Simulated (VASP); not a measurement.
Here is a VASP 6.6.1 calculation.

The input INCAR:

```
PREC = Accurate ; ENCUT = 600
EDIFF = 1E-6 ; ISMEAR = 0
SIGMA = 0.03 ; LREAL = False
LASPH = True ; NELM = 80
ALGO = Normal ; ISIF = 3
LWAVE = False ; LCHARG = False
GGA = PE ; IBRION = 2
NSW = 90 ; EDIFFG = -0.01
```

Contents of KPOINTS:

```
Automatic mesh
0
Gamma
  10 10 10
```

POSCAR

```
GaAs
1.0
    0.0000000000      2.8268500000      2.8268500000
    2.8268500000      0.0000000000      2.8268500000
    2.8268500000      2.8268500000      0.0000000000
Ga As
1 1
Direct
    0.0000000000      0.0000000000      0.0000000000
    0.2500000000      0.2500000000      0.2500000000
```

Potentials or basis: VASP PAW PBE potentials, release 64 (Ga_d, As).

Command:

```bash
$ cat potpaw_PBE.64/Ga_d/POTCAR potpaw_PBE.64/As/POTCAR > POTCAR
$ mpirun -np 1 vasp_std > vasp.out
```

Problem. Estimate the relaxed volume.

Solution. 23.77 Å³/atom.

Problem. Predict the space group after relaxing (to 0.05 Å).

Solution. F-43m (No. 216).

Step by step:
| step | energy change (eV) | largest force (eV/Å) | pressure (GPa) | volume (Å³) |
| --- | --- | --- | --- | --- |
| 1 | 0.0000 | 0.0000 | 3.45 | 45.18 |
| 2 | -0.0210 | 0.0000 | -1.02 | 48.43 |
| 3 | -0.0241 | 0.0000 | -0.06 | 47.53 |

PBE usually gives volumes a little too large and moduli too small. Zero-point motion and thermal expansion aren't in these numbers.
